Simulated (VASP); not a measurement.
A run of VASP 6.6.1 is set up as follows.

run.py

```python
from ase.calculators.vasp import Vasp
from ase.dft.bandgap import bandgap
from ase.spacegroup import crystal

atoms = crystal(
    ['Cd'],
    basis=[[0.6666666667, 0.3333333333, 0.75]],
    spacegroup=194,
    setting=1,
    cellpar=[2.97887, 2.97887, 5.61765, 90.0, 90.0, 120.0],
    primitive_cell=True,
)
calc = Vasp(
    directory='calc',
    xc='rpbe',
    pp='PBE',
    setups='recommended',
    prec='Accurate',
    encut=520,
    ediff=1e-06,
    ismear=0,
    sigma=0.05,
    lreal=False,
    lasph=True,
    nelm=100,
    algo='Fast',
    isif=2,
    lwave=False,
    lcharg=False,
    kpts=[10, 10, 5],
    gamma=True,
    nbands=19,
)
atoms.calc = calc

print('energy (eV):', atoms.get_potential_energy())
print('free energy (eV):', atoms.get_potential_energy(force_consistent=True))
print('forces (eV/A):')
print(atoms.get_forces())
print('stress (eV/A^3, Voigt):', atoms.get_stress())
print('Fermi level (eV):', calc.get_fermi_level())
gap, top, bottom = bandgap(calc)
print('band gap (eV):', gap, 'from (spin, k, band)', top, 'to', bottom)
```

Potentials or basis: VASP PAW PBE potentials, release 64 (Cd).

Run with:

```console
$ python run.py
```

Estimate the pressure.

5.9 GPa.

What does it give for the band gap on the k mesh?

None (metal or under the smearing width).

Stress tensor (GPa, compression positive):
```
6.83 0.00 0.00
0.00 6.83 0.00
0.00 0.00 4.05
```

Caveat: the PAW data sets were made with another functional, which shifts forces and pressure a little.
